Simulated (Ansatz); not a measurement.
Zinc-blende ZnTe was calculated with r²SCAN+SOC (Ansatz, a program for electronic structure, PAW).

Run with plane-wave cutoff 560 eV, 10×10×10 k mesh, Fermi–Dirac smearing 0.01 eV, PAW data made under PBE.

The volume scan:

| V (Å³/atom) | E − E_lowest (meV/atom) | P (GPa) |
|---|---|---|
| 26.868 | 17.79 | 3.52 |
| 27.440 | 7.60 | 2.21 |
| 28.012 | 1.83 | 1.05 |
| 28.583 | 0.00 | 0.00 |
| 29.155 | 1.70 | -0.94 |
| 29.727 | 6.57 | -1.77 |
| 30.298 | 14.26 | -2.52 |

### Question
Estimate the bulk modulus from the pressures at 28.012 and 29.155 Å³/atom, and compare it with a fit to all energies.

### Answer
B = −V dP/dV. Between V = 28.012 and 29.155 Å³/atom, dP/dV = (-0.94 − (1.05))/(29.155 − 28.012) = -1.74 GPa per Å³/atom; at the midpoint 28.584 Å³/atom this gives B ≈ 49.8 GPa. The third-order Birch–Murnaghan fit gives V0 = 28.583 Å³/atom, B0 = 49.4 GPa, B′ = 4.5, which lies within 1 % of that estimate.

Measured, for comparison: bulk modulus 51 ± 3 GPa (room temperature, not corrected to a static lattice; as tabulated in Determination of phase transition pressures of ZnTe under quasihydrostatic …); equilibrium volume per atom 28.42 Å³/atom (room temperature, not corrected to a static lattice; as tabulated in Albrecht et al. (1997), arXiv:cond-mat/9706128). Computed (rounded) less measured: bulk modulus -3 % (inside the measured uncertainty), equilibrium volume per atom +0.6 %.

The computed numbers hold no vibrational or temperature effects.
